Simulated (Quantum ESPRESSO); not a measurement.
Wanted: the native input for a Quantum ESPRESSO 7.5 run.

- Task: band structure
- Functional: PBE
- Potentials or basis: PseudoDojo 0.4 FR PBE standard
- Cutoff: 789 eV
- Density cutoff: 3157 eV
- k mesh: 10 × 10 × 5
- Occupations: fermi-dirac, width 0.05 eV
- Spin: spin-orbit coupling, no magnetisation
- Mixing beta: 0.5
- Most SCF iterations: 120
- SCF threshold: 4e-10 Ry

Hf:

```
Hf
1.0
     3.19670    0.00000    0.00000
    -1.59835    2.76842    0.00000
     0.00000    0.00000    5.05780
Hf
2
Direct
  0.66667 0.33333 0.75000
  0.33333 0.66667 0.25000
```

One way to write it, as run:

pw.in

```
&CONTROL
  calculation = 'scf'
  prefix = 'pwscf'
  outdir = './tmp'
  pseudo_dir = './pseudo'
  tprnfor = .true.
  tstress = .true.
  disk_io = 'low'
/
&SYSTEM
  ibrav = 0
  A = 3.1967
  nat = 2
  ntyp = 1
  ecutwfc = 58
  nbnd = 38
  occupations = 'smearing'
  smearing = 'fd'
  degauss = 0.00367493
  noncolin = .true.
  lspinorb = .true.
/
&ELECTRONS
  conv_thr = 4d-10
  electron_maxstep = 120
  mixing_beta = 0.5
/
ATOMIC_SPECIES
Hf   178.4900 Hf.upf
CELL_PARAMETERS alat
   1.0000000000    0.0000000000    0.0000000000
  -0.5000000000    0.8660254038    0.0000000000
   0.0000000000    0.0000000000    1.5821941377
ATOMIC_POSITIONS alat
Hf     0.5000000000    0.2886751346    1.1866456033
Hf    -0.0000000001    0.5773502692    0.3955485344
K_POINTS automatic
10 10 5 0 0 0
```

bands.in

```
&CONTROL
  calculation = 'bands'
  prefix = 'pwscf'
  outdir = './tmp'
  pseudo_dir = './pseudo'
  disk_io = 'low'
  verbosity = 'high'
/
&SYSTEM
  ibrav = 0
  A = 3.1967
  nat = 2
  ntyp = 1
  ecutwfc = 58
  nbnd = 38
  occupations = 'smearing'
  smearing = 'fd'
  degauss = 0.00367493
  noncolin = .true.
  lspinorb = .true.
/
&ELECTRONS
  conv_thr = 1d-08
  electron_maxstep = 120
  mixing_beta = 0.5
  diago_full_acc = .true.
/
ATOMIC_SPECIES
Hf   178.4900 Hf.upf
CELL_PARAMETERS alat
   1.0000000000    0.0000000000    0.0000000000
  -0.5000000000    0.8660254038    0.0000000000
   0.0000000000    0.0000000000    1.5821941377
ATOMIC_POSITIONS alat
Hf     0.5000000000    0.2886751346    1.1866456033
Hf    -0.0000000001    0.5773502692    0.3955485344
K_POINTS crystal
60
 0.0000000000  0.0000000000  0.0000000000 1
 0.0714285714  0.0000000000  0.0000000000 1
 0.1428571429  0.0000000000  0.0000000000 1
 0.2142857143  0.0000000000  0.0000000000 1
 0.2857142857  0.0000000000  0.0000000000 1
 0.3571428571  0.0000000000  0.0000000000 1
 0.4285714286  0.0000000000  0.0000000000 1
 0.5000000000  0.0000000000  0.0000000000 1
 0.4583333333  0.0833333333  0.0000000000 1
 0.4166666667  0.1666666667  0.0000000000 1
 0.3750000000  0.2500000000  0.0000000000 1
 0.3333333333  0.3333333333  0.0000000000 1
 0.2962962963  0.2962962963  0.0000000000 1
 0.2592592593  0.2592592593  0.0000000000 1
 0.2222222222  0.2222222222  0.0000000000 1
 0.1851851852  0.1851851852  0.0000000000 1
 0.1481481481  0.1481481481  0.0000000000 1
 0.1111111111  0.1111111111  0.0000000000 1
 0.0740740741  0.0740740741  0.0000000000 1
 0.0370370370  0.0370370370  0.0000000000 1
 0.0000000000  0.0000000000  0.0000000000 1
 0.0000000000  0.0000000000  0.1250000000 1
 0.0000000000  0.0000000000  0.2500000000 1
 0.0000000000  0.0000000000  0.3750000000 1
 0.0000000000  0.0000000000  0.5000000000 1
 0.0625000000  0.0000000000  0.5000000000 1
 0.1250000000  0.0000000000  0.5000000000 1
 0.1875000000  0.0000000000  0.5000000000 1
 0.2500000000  0.0000000000  0.5000000000 1
 0.3125000000  0.0000000000  0.5000000000 1
 0.3750000000  0.0000000000  0.5000000000 1
 0.4375000000  0.0000000000  0.5000000000 1
 0.5000000000  0.0000000000  0.5000000000 1
 0.4666666667  0.0666666667  0.5000000000 1
 0.4333333333  0.1333333333  0.5000000000 1
 0.4000000000  0.2000000000  0.5000000000 1
 0.3666666667  0.2666666667  0.5000000000 1
 0.3333333333  0.3333333333  0.5000000000 1
 0.3030303030  0.3030303030  0.5000000000 1
 0.2727272727  0.2727272727  0.5000000000 1
 0.2424242424  0.2424242424  0.5000000000 1
 0.2121212121  0.2121212121  0.5000000000 1
 0.1818181818  0.1818181818  0.5000000000 1
 0.1515151515  0.1515151515  0.5000000000 1
 0.1212121212  0.1212121212  0.5000000000 1
 0.0909090909  0.0909090909  0.5000000000 1
 0.0606060606  0.0606060606  0.5000000000 1
 0.0303030303  0.0303030303  0.5000000000 1
 0.0000000000  0.0000000000  0.5000000000 1
 0.5000000000  0.0000000000  0.5000000000 1
 0.5000000000  0.0000000000  0.3750000000 1
 0.5000000000  0.0000000000  0.2500000000 1
 0.5000000000  0.0000000000  0.1250000000 1
 0.5000000000  0.0000000000  0.0000000000 1
 0.3333333333  0.3333333333  0.0000000000 1
 0.3333333333  0.3333333333  0.1000000000 1
 0.3333333333  0.3333333333  0.2000000000 1
 0.3333333333  0.3333333333  0.3000000000 1
 0.3333333333  0.3333333333  0.4000000000 1
 0.3333333333  0.3333333333  0.5000000000 1
```

Potentials or basis: PseudoDojo 0.4 FR PBE standard.

Command:

```bash
$ OMP_NUM_THREADS=1 pw.x -in pw.in > pw.out
$ OMP_NUM_THREADS=1 pw.x -in bands.in > bands.out
```

Results of the run:

```
Pressure               : 0.5 GPa
Band gap on the k mesh : none (metal or under the smearing width)
```

Wall time 3.9 min on 1 thread of Arm Neoverse V2, on a shared host, peak memory 0.2 GiB.
